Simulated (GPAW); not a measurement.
Write an ASE script for GPAW 26.7.0 that does the following.

| Property | Result |
| --- | --- |
| Task | single point |
| Functional | PBE |
| Potentials or basis | GPAW PAW data sets (gpaw-data 1.2.1) |
| Cutoff | 600 eV |
| Basis | pw |
| k mesh | 12 × 12 × 12 |
| Occupations | fermi-dirac, width 0.05 eV |
| Spin | collinear spin, ferromagnetic start |
| Starting moments | [4.0] μB |
| Maxiter | 150 |

Crystal: Mn.

```
Mn
1.0
    -1.54050    1.54050    1.54050
     1.54050   -1.54050    1.54050
     1.54050    1.54050   -1.54050
Mn
1
Cartesian
  0.0000 0.0000 0.0000
```

This isn't the form of Mn at room conditions, which is a 58-atom cubic cell.

One way to write it, as run:

run.py

```python
from ase import Atoms
from ase.dft.bandgap import bandgap
from ase.io import write
from ase.units import GPa
from gpaw import GPAW, PW

atoms = Atoms(['Mn'],
              cell=[[-1.5405, 1.5405, 1.5405],
                    [1.5405, -1.5405, 1.5405],
                    [1.5405, 1.5405, -1.5405]],
              scaled_positions=[[0.0, 0.0, 0.0]],
              pbc=True)
atoms.set_initial_magnetic_moments([4.0])

calc = GPAW(mode=PW(600),
            xc='PBE',
            kpts={'size': (12, 12, 12), 'gamma': True},
            occupations={'name': 'fermi-dirac', 'width': 0.05},
            nbands=16,
            convergence={'density': 1e-05, 'energy': 1e-05},
            maxiter=150,
            txt='gpaw.txt')
atoms.calc = calc
energy = atoms.get_potential_energy()
forces = atoms.get_forces()
stress = atoms.get_stress()
calc.write('gs.gpw')
write('result.traj', atoms)
print(f'Energy: {energy:.6f} eV')
print('Forces (eV/A):')
print(forces.round(4))
print('Stress (GPa):', (stress / GPa).round(3))
print('Moments:', calc.get_magnetic_moments().round(3))
print('Fermi level:', round(calc.get_fermi_level(), 4), 'eV')
print(f'Gap: {bandgap(calc)[0]:.4f} eV, direct: {bandgap(calc, direct=True)[0]:.4f} eV')
```

Potentials or basis: GPAW PAW data sets (gpaw-data 1.2.1), pw.

Command:

```console
$ OMP_NUM_THREADS=1 python run.py
```

It gave:

* Pressure: -25.5 GPa
* Band gap on the k mesh: none (metal or under the smearing width)
* Net moment: 2.17 μB per cell
* Site moments: Mn +2.13 μB

Caveat: so large a pressure means that the cell lies far from this level's equilibrium, or that cutoff or potentials fall short; the cell was measured hot, at 1413 K.

Run time: 23 s on 1 thread of Intel(R) Xeon(R) 6975P-C (Granite Rapids), with other jobs on the host, peak memory 0.15 GiB.
